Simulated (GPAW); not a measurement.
# Quasiparticle gap of GaAs (F-43m) in GPAW, part 2 of 2

Aim: the G0W0 gap of GaAs (F-43m) on PBE, step by step.

GPAW 26.7.0; PBE and many-body steps on it, plane waves. Known limits of the many-body steps: not at the basis limit; no spin-orbit coupling; coarse k mesh.

So far. Step 3 (Bands along the symmetry lines): The gap is 0.587 eV, as in the run before at this level. Step 4 (Empty states on the mesh, 6×6×6 mesh, 247 bands): On this mesh the gap is 0.587 eV.

### Step 5. Screening and self-energy, 6×6×6 mesh, 237 bands, screening to 175 eV

Now the one-shot GW correction: screening in the RPA, then the self-energy of the levels asked for.

This step: G0W0 on PBE, plane waves, PAW.

Input file run.py:

```python
import json
import numpy as np
from gpaw.mpi import world
from gpaw.response.g0w0 import G0W0

gw = G0W0('full.gpw',
    filename='gw',
    kpts=[0],
    bands=(2, 6),
    ecut=175,
    nbands=237,
    integrate_gamma='WS',
    ppa=True)
gw.calculate()
res = {mode: {k: v for k, v in r.items() if k != 'sigma_eskwn'}
       for mode, r in gw.all_results.items()}

if world.rank == 0:
    with open('result.json', 'w') as f:
        json.dump(res, f, default=lambda x: x.tolist())
```

Started as:

```bash
mpirun -n 4 gpaw python run.py
```

Numbers of over 12 decimals in the logs are rounded to 6 here.

Output:

```text
Using integrator: PointIntegrator
FrequencyGridDescriptor(from 0.000+0.000j to 0.000+27.211j eV, 2 points)
Nonperiodic BCs:  [False False False]
Using integrator: PointIntegrator
FrequencyGridDescriptor(from 0.000+0.000j to 0.000+27.211j eV, 2 points)
Nonperiodic BCs:  [False False False]
  ___  _ _ _
 |   || | | |
 | | || | | |
 |__ ||_____|
 |___|

BZ k-points: Symmetries present (total): 24

  [... matrices ...]
216 k-points: 6 x 6 x 6 Monkhorst-Pack grid + [1/12,1/12,1/12]
16 k-points in the irreducible part of the Brillouin zone
       k-points in crystal coordinates                weights
   0:     0.00000000    0.00000000    0.00000000          1/216
   1:     0.16666667    0.16666667    0.00000000          6/216
   2:     0.16666667    0.16666667    0.16666667          8/216
   3:     0.33333333    0.16666667    0.16666667         12/216
   4:     0.33333333    0.33333333   -0.33333333         12/216
   5:     0.33333333    0.33333333    0.00000000          6/216
   6:     0.33333333    0.33333333    0.16666667         24/216
   7:     0.33333333    0.33333333    0.33333333          8/216
   8:     0.50000000    0.33333333   -0.33333333         24/216
   9:     0.50000000    0.33333333   -0.16666667         12/216
          ...
  15:     0.50000000    0.50000000    0.50000000          4/216

Distributing spins, k-points and bands (1 x 1 x 4) over 4 processes
Number of blocks: 1

Quasi particle states:
k-points (IBZ indices): [0]
Band range: (2, 6)
  [... matrices ...]
Computational parameters:
Plane wave cut-off: 175 eV
Number of bands: 237
Coulomb cutoff: None
Broadening: 0.1 eV

fxc modes: GW
Kernel: RPA
Using Godby-Needs plasmon-pole approximation:
  Fitting energy: i*E0, E0 = 1.000 Hartree
Summing all q:

Calculating screened Coulomb potential
No Coulomb truncation
FrequencyGridDescriptor(from 0.000+0.000j to 0.000+27.211j eV, 2 points)
Removing empty qpoint cache files...

Calculating chi0 body with:
    Ground state adapter containing:
    Number of spins: 1
    Number of kpoints: 216
    Number of irreducible kpoints: 16
    Number of completely occupied states: 4
    Number of partially occupied states: 4
    Occupied states memory: 0.48828125 M / cpu

    Linear response parametrization:
    q_c: [1.3877787807814457e-17, 1.3877787807814457e-17, 1.3877787807814457e-17]
    Number of frequency points: 2
    Planewave cutoff: 175.0
    Number of bands: 237
    Number of planewaves: 259
    Broadening (eta): 1e-06
    comm.size: 4
    kncomm.size: 4
    blockcomm.size: 1

    Memory estimate of potentially large arrays:
        chi0_wGG: 2.047150 M / cpu
Integrating chi0 body.

Symmetries of q_c:
    Direct symmetries (Uq -> q): 24
    Indirect symmetries (TUq -> q): 24
In total 48 allowed symmetries.

  [... matrices ...]
16 groups of equivalent kpoints. 92.592593% reduction.

Integral kind: response function
Integrating chi0 head and wings.

Symmetries of q_c:
    Direct symmetries (Uq -> q): 24
    Indirect symmetries (TUq -> q): 24
In total 48 allowed symmetries.

  [... matrices ...]
16 groups of equivalent kpoints. 92.592593% reduction.

Integral kind: response function wings

Calculating chi0 body with:
    Ground state adapter containing:
    Number of spins: 1
    Number of kpoints: 216
    Number of irreducible kpoints: 16
    Number of completely occupied states: 4
    Number of partially occupied states: 4
[... the further q-points ...]

Results:
f:      Occupation numbers
eps:     KS-eigenvalues [eV]
vxc:     KS vxc [eV]
exx:     Exact exchange [eV]
sigma:   Self-energies [eV]
dsigma:  Self-energy derivatives
Z:       Renormalization factors
qp:      QP-energies [eV]

k-point 0 (0): (0.000, 0.000, 0.000)                GW
band       f     eps     vxc     exx   sigma  dsigma       Z      qp
                                                                   GW
   2   1.000   4.921 -14.823 -16.231   0.753  -0.277   0.783   4.408
   3   1.000   4.921 -14.823 -16.231   0.753  -0.277   0.783   4.408
   4   0.000   5.508 -15.968 -12.075  -3.111  -0.261   0.793   6.127
   5   0.000   8.695 -12.103  -7.793  -4.070  -0.270   0.787   8.884
```

Wall time 2.3 min (4 MPI ranks of Arm Neoverse V1, shared host); peak memory 1.1 GiB.

This step gave:

```
G0W0 gap on the points computed              : 1.719 eV
least direct G0W0 gap on the computed points : 1.719 eV
Z at the valence top                         : 0.7831
Z at the conduction bottom                   : 0.7928
starting gap on the mesh                     : 0.5868 eV
k of the valence top                         : 0, 0, 0
k of the conduction bottom                   : 0, 0, 0
```

The gap on the mesh goes from 0.59 eV to 1.72 eV, a correction of +1.13 eV.

Limits: finite bands, cutoff and mesh; no spin-orbit coupling; coarse k mesh. v1 is the top filled band, c1 the lowest empty one. The levels before and after the correction (eV, zero at the valence-band top of each column):

|  | conduction bottom | valence top |
| --- | --- | --- |
| Kohn-Sham | 0.59 | 0.00 |
| G0W0 | 1.72 | 0.00 |

|  | level | energy (eV) |
| --- | --- | --- |
| Kohn-Sham | Γ v2-v1 | 0.000 |
| Kohn-Sham | Γ c1 | 0.587 |
| Kohn-Sham | Γ c2 | 3.774 |
| G0W0 | Γ v2-v1 | 0.000 |
| G0W0 | Γ c1 | 1.719 |
| G0W0 | Γ c2 | 4.476 |

### Step 6. Where the time went

Times are wall times on 4 MPI ranks of Arm Neoverse V1, shared host, good to a factor of about two.

| step | time | share | memory (GiB) |
| --- | --- | --- | --- |
| ground state | 4.4 s | 3 % | 0.58 |
| bands along the symmetry lines | 4.4 s | 3 % | 0.61 |
| empty states on the mesh | 8 s | 5 % | 0.94 |
| screening and self-energy | 2.3 min | 89 % | 1.1 |

### Step 7. Summary of results

```json
{
  "PBE gap": "0.59 eV, direct",
  "G0W0 gap on the mesh": "1.72 eV",
  "GW settings": "6×6×6 mesh, 237 bands, screening to 175 eV, Godby-Needs plasmon pole",
  "known limits": "not at the basis limit; no spin-orbit coupling; coarse k mesh"
}
```

G0W0 moves the gap on the mesh from 0.59 eV to 1.72 eV (+1.13 eV), with Z of 0.78 and 0.79 at the edges. Only 1 of the mesh's irreducible points was corrected, so a valley elsewhere could overtake. The dearest step here is «screening and self-energy». Against experiment, by G0W0@PBE: the direct gap of 1.72 eV lies +0.21 eV from the measured 1.51 eV (exciton, 77 K, 2020); the direct gap of 1.72 eV lies +0.30 eV from the measured 1.42 eV (exciton, 300 K, 2014); the direct gap of 1.72 eV lies +0.31 eV from the measured 1.412 ± 0.01 eV (direct, 300 K, 2008); the direct gap of 1.72 eV lies +0.30 eV from the measured 1.418 ± 0.005 eV (direct, 300 K, 2008). An exciton line or allowed optical edge lies below the quasiparticle gap by the binding energy; a forbidden edge can push the onset above it. The calculation has static nuclei and no excitons; a measured gap holds zero-point and thermal motion, which mostly lowers it. Bands and cutoff are finite, so the gap is not at the basis limit. The miss can reach some tenths of an eV and take either sign; the mesh is an error of its own. These stock PAW sets were not made for GW; the filled d or f shell of As and Ga lies in the frozen core, which bears on start and correction. In the G0W0 run levels were corrected at 1 k point alone, so a gap called «on the mesh» is the least over those, and an edge elsewhere would be missed. The 6×6×6 mesh is coarse for this cell, which bears on the long-range parts of exchange and screening. The many-body steps are scalar-relativistic: spin-orbit coupling is not in them.

[Paths, hosts, dates, memory and timing lines, banners, echoed tables and standing remarks are left out of the program output.]

[Logs are printed without paths, hosts, clocks, repeated set-up lines and the standing remarks that a program may print on its own settings, such as how far it seeks lower states.]

[Runs of the session that timed out or met a known fault of the program may be left out.]

[Hosts, paths, dates, database ids (printed as entryN), source tags and the programs' standing remarks are cut or masked in the printed files.]
